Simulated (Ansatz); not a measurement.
**GaP: how the settings move a single-point run**

Question: which choices in the input matter for GaP? The cell is built on a prototype (NiAs type) and needn't be the phase found in nature.

Method: reference: DFT, PBE, plane waves, PAW, in Ansatz 0.2.0.

1 further run of the same task is left out (for a known fault of the program).

## Step 1: The starting structure

Symmetry: P6_3/mmc, No. 194, hexagonal system. The conventional cell has a = 3.597 Å, b = 3.597 Å, c = 6.031 Å, α = 90.00°, β = 90.00°, γ = 120.00°. Ga (site symmetry -3m) has 6 P at 2.57 Å as nearest neighbours. P (site symmetry -6m2) has 6 Ga at 2.57 Å as nearest neighbours.

Coordinates:

```xyz
4
Lattice="3.5965 0.0000 0.0000 -1.7983 3.1147 0.0000 0.0000 0.0000 6.0305" Properties=species:S:1:pos:R:3 pbc="T T T"
Ga    0.0000    0.0000    0.0000
Ga    0.0000    0.0000    3.0153
P     0.0000    2.0764    1.5076
P     1.7983    1.0382    4.5229
```

## Step 2: Reference

File input.yaml:

```yaml
crystal:
  lattice:
    - [3.5965004571, 0.0, 0.0]
    - [-1.7982502286, 3.1146607606, 0.0]
    - [0.0, 0.0, 6.0305309388]
  atoms:
    - { symbol: Ga, position: [0.0, 0.0, 0.0] }
    - { symbol: Ga, position: [0.0, 0.0, 0.5] }
    - { symbol: P, position: [0.3333333333, 0.6666666667, 0.25] }
    - { symbol: P, position: [0.6666666667, 0.3333333333, 0.75] }
kpoints:
  mp_grid: { grid: [6, 6, 4] }
hamiltonian:
  xc: pbe
scf:
  occupations: { method: fermi_dirac, width: 0.02 }
  n_extra_bands: 5
output:
  forces: true
  stress: true
  eigenvalues: true
```

Run with:

```console
$ ansatz run input.yaml --threads 4 --pin off --max-ram 3686MiB --backend cpu --events-out ev --progress --plain --runs-dir out
```

## Step 3: Variant: mp_grid.grid [8, 8, 1]

Changes to input.yaml since step 2:

```diff
@@ -11,3 +11,3 @@
 kpoints:
-  mp_grid: { grid: [6, 6, 4] }
+  mp_grid: { grid: [8, 8, 1] }
 hamiltonian:
```

Q: Predict the outcome of this session. Wanted: for each run, ending; energy change; pressure; gap; force.

As calculated:

```csv
run,ending,energy change,pressure (GPa),gap (eV),force (eV/Å),cycles,time
reference,converged,0,2.6,0.00,0.00,8,1.4 s
"1: mp_grid.grid [8, 8, 1]",converged,-136.2 meV/atom,1.7,0.00,0.00,8,0.94 s
```

Residual by cycle in the longest SCF loop of each run; runs are numbered as in the table. The quantity is the density residual dr2, in eV.

```csv
cycle,reference,run 1
1,0.0193,0.0512
2,0.00457,0.0161
3,6.1e-4,0.00126
4,4.8e-5,1.2e-4
5,1.1e-5,4.6e-5
6,1.6e-6,4.3e-6
7,1.3e-7,2.2e-7
8,1.1e-9,9.5e-10
```

Changing the k-point mesh moves the energy by -136.2 meV/atom, and the pressure goes from 2.6 to 1.7 GPa. The energy is not variational in the mesh, so the sign tells nothing. Cost: 0.94 s against 1.4 s. Semilocal functionals close small gaps, so the missing gap need not be the real solid's.
